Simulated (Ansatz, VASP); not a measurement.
**One calculation of GaSb, two programs**

```
CELL_PARAMETERS angstrom
0.00000 3.02908 3.02908
3.02908 0.00000 3.02908
3.02908 3.02908 0.00000
ATOMIC_POSITIONS crystal
Ga 0.00000 0.00000 0.00000
Sb 0.75000 0.75000 0.75000
```

Alike in both runs: task single point; functional PBE; k mesh 12 × 12 × 12; occupations gaussian, width 0.1 eV; no spin polarisation.

|  | VASP | Ansatz |
| --- | --- | --- |
| version | VASP 6.6.1 | Ansatz 0.2.0 |
| potentials or method | VASP PAW PBE potentials, release 64 (Ga_d, Sb) | scalar-relativistic, plane waves, PAW |
| plane-wave cutoff (eV) | 520 | 420 |
| valence electrons in the cell | 18 | 28 |

Ansatz gave:

```
gap on the k mesh at the Fermi level (eV) : 0.25
least direct gap on the mesh (eV)         : 0.25
pressure (GPa)                            : 4.1
```

Problem. What did VASP give for the same quantities?

Solution. gap on the k mesh at the Fermi level (eV): 0.25; least direct gap on the mesh (eV): 0.25; pressure (GPa): 4.2.

The functional is the same, so the differences come from potentials, cutoffs and numerics. The two sets of potentials don't hold the same shells in valence.

Caveats: spin-orbit coupling is left out, which moves the levels of the heavy elements.
